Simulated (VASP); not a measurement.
Here is a VASP 6.6.1 calculation.

INCAR

```
SYSTEM = Sc
PREC     = Accurate       ! precision mode
ENCUT    = 520            ! plane-wave cutoff, eV
EDIFF    = 1E-6           ! SCF threshold, eV
ISMEAR   = 1              ! smearing method
SIGMA    = 0.1            ! smearing width, eV
LREAL    = .False.        ! projectors in reciprocal space
LASPH    = .True.         ! aspherical terms in the spheres
NELM     = 100            ! most SCF steps
ALGO     = Normal         ! electronic algorithm
ISIF     = 2              ! what is computed and relaxed
LWAVE    = .False.        ! write WAVECAR
LCHARG   = .False.        ! write CHGCAR
GGA      = PE             ! functional
KPAR     = 4
```

The input KPOINTS:

```
regular mesh
0
Gamma
  16 16 3
  0 0 0
```

Contents of POSCAR:

```
Sc                                      
1.0
    3.3185146300      0.0000000000      0.0000000000
   -1.6592573100      2.8739180000      0.0000000000
    0.0000000000      0.0000000000     30.9758841083
  Sc            
    12
Direct
     1.0000000000000000    1.0000000000000000    0.0000000000000000
     0.3333330000000032    0.6666669999999968    0.0833333300000021
     1.0000000000000000    1.0000000000000000    0.1666666699999979
     0.3333330000000032    0.6666669999999968    0.2500000000000000
     1.0000000000000000    1.0000000000000000    0.3333333300000021
     0.3333330000000032    0.6666669999999968    0.4166666699999979
     1.0000000000000000    1.0000000000000000    0.5000000000000000
     0.3333330000000032    0.6666669999999968    0.5833333300000021
     1.0000000000000000    1.0000000000000000    0.6666666699999979
     0.3333330000000032    0.6666669999999968    0.7500000000000000
     1.0000000000000000    1.0000000000000000    0.8333333300000021
     0.3333330000000032    0.6666669999999968    0.9166666699999979
```

Potentials or basis: VASP PAW PBE potentials, release 64 (Sc_sv).

The run is started by

```console
$ cat potpaw_PBE.64/Sc_sv/POTCAR > POTCAR
$ mpirun -np 4 vasp_std > vasp.out
```

(1) Predict the band gap on the k mesh.

(2) Predict the pressure.

Answers

(1) none (metal or under the smearing width).

(2) 0.0 GPa.
